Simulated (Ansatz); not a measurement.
# BaTiO3: energy and pressure over a range of volumes

The task here is to estimate one member of a computed series from the others.

Program: Ansatz 0.2.0. Level of theory: DFT PBE, scalar-relativistic. These are calculated values, not measurements.

**The structure to begin with**

Symmetry: P4mm, No. 99, tetragonal system. The conventional cell has a = 4.000 Å, b = 4.000 Å, c = 4.018 Å, α = 90.00°, β = 90.00°, γ = 90.00°. Around Ba (site symmetry 4mm) lie 12 O at 2.79 to 2.88 Å. Ti (site symmetry 4mm) has 6 O at 1.87 to 2.15 Å as nearest neighbours. O (site symmetry 4mm) is surrounded by 2 Ti at 1.87 to 2.15 Å. O (site symmetry 2mm) has 2 Ti at 2.00 Å and 4 Ba at 2.79 to 2.88 Å as nearest neighbours.

Coordinates:

```xyz
5
Lattice="3.9998 0.0000 0.0000 0.0000 3.9998 0.0000 0.0000 0.0000 4.0180" Properties=species:S:1:pos:R:3 pbc="T T T"
Ba    0.0000    0.0000    0.0000
Ti    1.9999    1.9999    1.9367
O     1.9999    1.9999    0.0643
O     1.9999    0.0000    2.0693
O     0.0000    1.9999    2.0693
```

Atoms are numbered in the order of the input: Ba1, Ti2, O3, O4, O5.

Set-up of the first run:

Contents of input.yaml:

```yaml
crystal:
  lattice:
    - [3.9181485176, 0.0, 0.0]
    - [0.0, 3.9181485176, 0.0]
    - [0.0, 0.0, 3.9359769848]
  atoms:
    - { symbol: Ba, position: [0.0, 0.0, 0.0] }
    - { symbol: Ti, position: [0.5, 0.5, 0.482] }
    - { symbol: O, position: [0.5, 0.5, 0.016] }
    - { symbol: O, position: [0.5, 0.0, 0.515] }
    - { symbol: O, position: [0.0, 0.5, 0.515] }
kpoints:
  mp_grid: { grid: [7, 7, 7] }
  band_path:
    path:
      - [0.0, 0.0, 0.0]
      - [0.0, 0.5, 0.0]
      - [0.5, 0.5, 0.0]
      - [0.0, 0.0, 0.0]
      - [0.0, 0.0, 0.5]
      - [0.0, 0.5, 0.5]
      - [0.5, 0.5, 0.5]
      - [0.0, 0.0, 0.5]
      - [0.0, 0.5, 0.0]
    npoints: 5
scf:
  occupations: { method: fermi_dirac, width: 0.08 }
hamiltonian:
  xc: pbe
  pseudopotentials: { kind: all_electron, lapw: { basis_error: 0.001 } }
output:
  forces: true
  stress: true
  eigenvalues: true
```

On the command line:

```console
$ ansatz run input.yaml --threads 2 --pin off --max-ram 6144MiB --backend cpu --events-out ev --progress --plain --runs-dir out
```

Steps of the session up to this table: Volume × 0.94, LAPW; Volume × 0.94, PAW; Volume × 0.94, crystal datasets; Volume × 0.98, LAPW; Volume × 0.98, PAW; Volume × 0.98, crystal datasets; Volume × 1.01, LAPW; Volume × 1.01, PAW; Volume × 1.01, crystal datasets; Volume × 1.04, LAPW; Volume × 1.04, PAW; Volume × 1.04, crystal datasets.

One table of the session follows, with a row left open; its other results are not shown here.

It belongs to the step «Fits». 

```
          method  volume (Å³/atom)  pressure (GPa)  gap on the k mesh (eV)  largest force (eV/Å)
            LAPW            12.085           14.89                    2.07                 0.409
            LAPW            12.599            6.31                    1.98                 0.202
            LAPW            12.985            0.99                    1.91                 0.424
            LAPW            13.371           -3.54                    1.84                 0.623
             PAW            12.085           14.90                    2.08                 0.413
             PAW            12.599            6.31                    1.98                 0.200
             PAW            12.985               ?                       ?                     ?
             PAW            13.371           -3.55                    1.85                 0.624
crystal datasets            12.085           14.89                    2.07                 0.409
crystal datasets            12.599            6.31                    1.98                 0.202
crystal datasets            12.985            0.99                       –                 0.423
crystal datasets            13.371           -3.54                    1.84                 0.622
```

**Question.** Estimate the row for PAW, 12.985.

As computed: pressure (GPa): 0.98; gap on the k mesh (eV): 1.91; largest force (eV/Å): 0.423. In the column «pressure (GPa)» it lies between crystal datasets, 13.371 (-3.54) and LAPW, 12.985 (0.99).

To keep in mind: Shape and positions are held, so a fully relaxed modulus can be lower. Warnings in the runs' records: gradients without spin orbit, crystal datasets made, printed levels off.
